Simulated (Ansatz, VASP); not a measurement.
## LiCl: VASP beside Ansatz

The input INCAR:

```
PREC = Accurate
ENCUT = 520
EDIFF = 1E-8
ISMEAR = -1
SIGMA = 0.05
LREAL = False
LASPH = True
NELM = 80
ALGO = Normal
ISIF = 2
LWAVE = False
LCHARG = False
GGA = PE
LEFG = True
NBANDS = 12
```

Contents of KPOINTS:

```
regular mesh
0
Gamma
  11 11 11
```

Contents of POSCAR:

```
LiCl
1.0
    0.0000000000      2.8001544700      2.6750973503
    2.8001544700      0.0000000000      2.6750973503
    2.8001544700      2.8001544700      0.0000000000
Li Cl
1 1
Direct
    0.0000000000      0.0000000000      0.0000000000
    0.2500000000      0.2500000000      0.2500000000
```

Input for Ansatz:

```yaml
crystal:
  lattice:
    - [0.0, 2.80015447, 2.6750973503]
    - [2.80015447, 0.0, 2.6750973503]
    - [2.80015447, 2.80015447, 0.0]
  atoms:
    - { symbol: Li, position: [0.0, 0.0, 0.0] }
    - { symbol: Cl, position: [0.25, 0.25, 0.25] }
kpoints:
  mp_grid: { grid: [11, 11, 11] }
scf:
  occupations: { method: fermi_dirac, width: 0.05 }
hamiltonian:
  xc: pbe
  pseudopotentials: { kind: paw }
output:
  forces: true
  stress: true
  eigenvalues: true
  efg: { contact_densities: true }
```

Change from the starting cell: z stretched by -3 % at fixed volume, PAW files.

Alike in both runs: task electric field gradients; functional PBE; k mesh 11 × 11 × 11; occupations fermi-dirac, width 0.05 eV; no spin polarisation.

|  | VASP | Ansatz |
| --- | --- | --- |
| version | VASP 6.6.1 | Ansatz 0.2.0 |
| potentials or method | VASP PAW PBE potentials, release 64 (Li_sv, Cl) | PAW with Ansatz's default frozen-core files, scalar-relativistic |
| plane-wave cutoff (eV) | 520 | 420 |
| valence electrons in the cell | 10 | 10 |

Ansatz gave:

| Property | Result |
| --- | --- |
| gap on the k mesh at the Fermi level (eV) | 5.90 |
| Vzz of the field gradient on the site that differs most (V/Å²) | -4.1 |

Question: What did VASP give for the same quantities?

Answer: gap on the k mesh at the Fermi level (eV): 5.91; Vzz of the field gradient on the site that differs most (V/Å²): -3.9.

Caveats: an odd mesh through Γ misses points on the zone boundary, where band edges often lie.
